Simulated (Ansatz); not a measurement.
# HgSe: the cost of one run

Method: DFT HSE06, scalar-relativistic, plane waves, PAW, and further levels as typed in the inputs, in Ansatz 0.2.0.

1 further run of the same task is left out (it didn't finish).

### Step 1. The structure to begin with

Symmetry: F-43m, No. 216, cubic system. Conventional cell: a = 6.134 Å, b = 6.134 Å, c = 6.134 Å, α = 90.00°, β = 90.00°, γ = 90.00°. Around Hg (site symmetry -43m) lie 4 Se at 2.66 Å. Se (site symmetry -43m) is surrounded by 4 Hg at 2.66 Å.

Coordinates:

```xyz
2
Lattice="0.0000 3.0669 3.0669 3.0669 0.0000 3.0669 3.0669 3.0669 0.0000" Properties=species:S:1:pos:R:3 pbc="T T T"
Hg    0.0000    0.0000    0.0000
Se    1.5334    1.5334    1.5334
```

### Step 2. Single point: HgSe, no spin

It takes the final geometry of an earlier run.

Input file input.yaml:

```yaml
crystal:
  lattice:
    - [0.0, 3.0668969927, 3.0668969927]
    - [3.0668969927, 0.0, 3.0668969927]
    - [3.0668969927, 3.0668969927, 0.0]
  atoms:
    - { symbol: Hg, position: [0.0, 0.0, 0.0] }
    - { symbol: Se, position: [0.25, 0.25, 0.25] }
scf:
  occupations: { method: gaussian, width: 0.01 }
output:
  eigenvalues: true
  eigenstates:
    kpoints: [[0, 0, 0], [0.02, 0.02, 0], [0.5, 0.5, 0.5]]
    top_band: c4
    e_range: [-2.5, 2.5]
hamiltonian:
  xc: hse06
kpoints:
  mp_grid: { grid: [6, 6, 6] }
```

Run with:

```
> ansatz run input.yaml --threads 4 --pin off --max-ram 12288MiB --backend cpu --events-out ev --progress --plain --runs-dir out
```

Q: Estimate wall time and peak memory on 4 threads of Arm Neoverse V1, shared host.

About 26 s, with a peak of 2 GiB.
